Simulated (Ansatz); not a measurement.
# Ca on a F site in CaF2

What does a Ca on a F site cost in CaF2, and how do its neighbours move? It is set in a cell of 48 host atoms, in the charges 0, -1, -2.

Method: DFT PBE, scalar-relativistic, plane waves, PAW, in Ansatz 0.2.0.

3 further runs of the same task are left out: 3 set aside as unsound or not needed.

## 1. The starting structure

It takes space group Fm-3m (No. 225, cubic). The conventional cell has a = 5.512 Å, b = 5.512 Å, c = 5.512 Å, α = 90.00°, β = 90.00°, γ = 90.00°. Ca (site symmetry m-3m) is surrounded by 8 F at 2.39 Å. F (site symmetry -43m) is surrounded by 4 Ca at 2.39 Å.

As a file:

```cif
data_structure
_symmetry_space_group_name_H-M 'Fm-3m'
_symmetry_Int_Tables_number 225
_cell_length_a 5.5118
_cell_length_b 5.5118
_cell_length_c 5.5118
_cell_angle_alpha 90.000
_cell_angle_beta 90.000
_cell_angle_gamma 90.000
_cell_volume 167.44
loop_
_atom_site_label
_atom_site_type_symbol
_atom_site_symmetry_multiplicity
_atom_site_Wyckoff_symbol
_atom_site_fract_x
_atom_site_fract_y
_atom_site_fract_z
_atom_site_occupancy
Ca1 Ca 4 a 0.00000 0.00000 0.00000 1
F1 F 8 c 0.25000 0.25000 0.75000 1
```

It goes back to an entry of the Materials Project, which need not be the stable form.

It is the result of an earlier relaxation at this level (volume 13.95 Å³/atom; gap on the mesh: 7.14 eV).

The host's static dielectric tensor, from an earlier linear-response run, has a mean of 8.75.

The perfect supercell (rows -3 1 1; 1 1 -3; 1 -3 1 in vectors of this cell) comes from an earlier run at this level (48 atoms, E(σ→0) -55036.9752 eV, gap 7.70 eV on its own mesh).

## 2. Making the defect

The atom at (0.000, 0.250, 0.500) of the supercell is replaced. The other atoms start on their ideal sites. Its neighbours are 4 Ca at 2.39 Å, 6 F at 2.76 Å.

## 3. Charge state 0

The input, input.yaml:

```yaml
crystal:
  lattice:
    - [5.5117620964, -5.5117620964, -5.5117620964]
    - [-5.5117620964, -5.5117620964, 5.5117620964]
    - [-5.5117620964, 5.5117620964, -5.5117620964]
  atoms:
    - { symbol: Ca, position: [0.25, 0.75, 0.0] }
    - { symbol: Ca, position: [0.25, 1.0, 0.75] }
    - { symbol: Ca, position: [0.25, 0.25, 0.5], spin: 0.091 }
    - { symbol: Ca, position: [0.0, 0.75, 0.25] }
    - { symbol: Ca, position: [0.25, 0.5, 0.25] }
    - { symbol: Ca, position: [1.0, 1.0, 1.0] }
    - { symbol: Ca, position: [0.0, 0.25, 0.75], spin: 0.091 }
    - { symbol: Ca, position: [0.75, 0.75, 0.5] }
    - { symbol: Ca, position: [0.0, 0.5, 0.5], spin: 0.091 }
    - { symbol: Ca, position: [0.75, 1.0, 0.25], spin: 0.091 }
    - { symbol: Ca, position: [0.75, 0.25, 0.0] }
    - { symbol: Ca, position: [0.5, 0.75, 0.75] }
    - { symbol: Ca, position: [0.75, 0.5, 0.75] }
    - { symbol: Ca, position: [0.5, 1.0, 0.5] }
    - { symbol: Ca, position: [0.5, 0.25, 0.25] }
    - { symbol: Ca, position: [0.5, 0.5, 0.0] }
    - { symbol: Ca, position: [0.0, 0.25, 0.5], spin: 0.091 }
    - { symbol: F, position: [0.0, 0.5, 0.25] }
    - { symbol: F, position: [0.0, 0.75, 0.0] }
    - { symbol: F, position: [0.75, 0.25, 0.75] }
    - { symbol: F, position: [0.0, 0.0, 0.75] }
    - { symbol: F, position: [0.75, 0.5, 0.5] }
    - { symbol: F, position: [0.75, 0.75, 0.25] }
    - { symbol: F, position: [0.5, 0.25, 0.0] }
    - { symbol: F, position: [0.75, 0.0, 0.0] }
    - { symbol: F, position: [0.5, 0.5, 0.75] }
    - { symbol: F, position: [0.5, 0.75, 0.5] }
    - { symbol: F, position: [0.25, 0.25, 0.25] }
    - { symbol: F, position: [0.5, 0.0, 0.25] }
    - { symbol: F, position: [0.25, 0.5, 0.0] }
    - { symbol: F, position: [0.25, 0.75, 0.75] }
    - { symbol: F, position: [0.25, 0.0, 0.5] }
    - { symbol: F, position: [0.5, 0.75, 0.0] }
    - { symbol: F, position: [0.5, 0.0, 0.75] }
    - { symbol: F, position: [0.5, 0.25, 0.5] }
    - { symbol: F, position: [0.25, 0.75, 0.25] }
    - { symbol: F, position: [0.5, 0.5, 0.25] }
    - { symbol: F, position: [0.25, 0.0, 0.0] }
    - { symbol: F, position: [0.25, 0.25, 0.75], spin: 0.091 }
    - { symbol: F, position: [0.0, 0.75, 0.5] }
    - { symbol: F, position: [0.25, 0.5, 0.5], spin: 0.091 }
    - { symbol: F, position: [0.0, 0.0, 0.25], spin: 0.091 }
    - { symbol: F, position: [0.0, 0.25, 0.0] }
    - { symbol: F, position: [0.75, 0.75, 0.75] }
    - { symbol: F, position: [0.0, 0.5, 0.75], spin: 0.091 }
    - { symbol: F, position: [0.75, 0.0, 0.5], spin: 0.091 }
    - { symbol: F, position: [0.75, 0.25, 0.25], spin: 0.091 }
    - { symbol: F, position: [0.75, 0.5, 0.0] }
  host:
    lattice:
      - [0.0, 2.7558810482, 2.7558810482]
      - [2.7558810482, 0.0, 2.7558810482]
      - [2.7558810482, 2.7558810482, 0.0]
    atoms:
      - { symbol: Ca, position: [0.0, 0.0, 0.0] }
      - { symbol: F, position: [0.75, 0.75, 0.75] }
      - { symbol: F, position: [0.25, 0.25, 0.25] }
basis:
  ecutwfc: 420
  xc_grid: 2
kpoints:
  mp_grid: { grid: [2, 2, 2], shift: [0.5, 0.5, 0.5] }
hamiltonian:
  xc: pbe
scf:
  occupations: { method: gaussian, width: 0.01 }
output:
  forces: true
  stress: false
  eigenvalues: true
  populations: true
  charged_corrections:
    defect_position: [0.0, 0.25, 0.5]
    epsilon: [[8.7475, 0.0, 0.0], [0.0, 8.7475, 0.0], [0.0, 0.0, 8.7475]]
  write_density: true
  write_potential: true
  elf: true
  volumetric_format: npy
magnetization:
  spin_polarized: true
relax:
  adjacent_minimum: "off"
  f_tol: 0.025
  max_steps: 45
```

Started as:

```sh
> ansatz run input.yaml --threads 4 --pin off --max-ram 10240MiB --backend cpu --events-out ev --progress --plain --runs-dir out
```

The session goes on with these runs: charge state -1; charge state -2.

Q: Predict the outcome of this session. Wanted: formation energy, neutral; moment, neutral; nearest atoms after relaxation, one image of each, neutral.

The runs gave:

| quantity | value |
| --- | --- |
| formation energy, neutral | 14.09 eV |
| moment, neutral | 3.00 μB |
| nearest atoms after relaxation, one image of each, neutral | 6 F at 2.71 Å, 4 Ca at 2.80 Å |
| level (0/-1) above the valence top | 7.75 eV (outside the gap) |
| level (-1/-2) above the valence top | 7.46 eV (outside the gap) |

The neutral defect costs 14.09 eV against the elements. The neutral defect changes the cell's moment by 3.00 μB. Spin was allowed in some charges only (not in -1): their moments are zero by construction, and levels between the two kinds of run can be off. Among the charges computed the stable one is 0 at the valence top and stays so across the gap of 7.14 eV. The levels on either side of charge -1 are inverted, so that state is never the lowest (negative U). The alignment term, up to 0.67 eV here, is marked as doubtful by the program in a cell of this size. Levels are placed in the host's Kohn-Sham gap, which is usually too small at this level and squeezes them. With 48 host sites the defect feels its images, so energies are good to tenths of an eV at best. A distortion of lower symmetry was not tried. Where the defect's electrons or holes spill into a band, band filling in so small a cell adds more. Some metallic runs here have no spin polarisation while others do; where cell and settings agree, the difference is what magnetism gains.
